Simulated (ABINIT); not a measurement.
The system is AgBr.

```xyz
2
Lattice="0.0000 2.8702 2.8702 2.8702 0.0000 2.8702 2.8702 2.8702 0.0000" Properties=species:S:1:pos:R:3 pbc="T T T"
Ag    0.0000    0.0000    0.0000
Br    2.8702    2.8702    2.8702
```

Base run:

* Program: ABINIT 10.8.3 (patched build)
* Functional: SOGGA
* Potentials or basis: JTH PAW PBE v2.0
* Cutoff: 463 eV
* k mesh: 8 × 8 × 8
* Occupations: fermi-dirac, width 0.05 eV
* Spin: no spin polarisation

Its results: band gap on the k mesh 0.47 eV, indirect (least direct gap 2.43 eV); pressure -2.5 GPa.

After a change of settings the same cell gave: band gap on the k mesh 1.17 eV, indirect (least direct gap 3.19 eV); pressure 0.5 GPa. Which change was it?
A. functional from SOGGA to PW91; spin from no spin polarisation to spin-orbit coupling, no magnetisation
B. functional from SOGGA to SCAN; cutoff from 463 eV to 544 eV; fine-grid cutoff from 925.187 eV to 1088.46 eV
C. functional from SOGGA to AM05; spin from no spin polarisation to spin-orbit coupling, no magnetisation
D. functional from SOGGA to PBEsol; spin from no spin polarisation to spin-orbit coupling, no magnetisation

B.

Caveats: the PAW data sets were made with another functional, which shifts forces and pressure a little.

Runs at the PBE level aren't shown here.
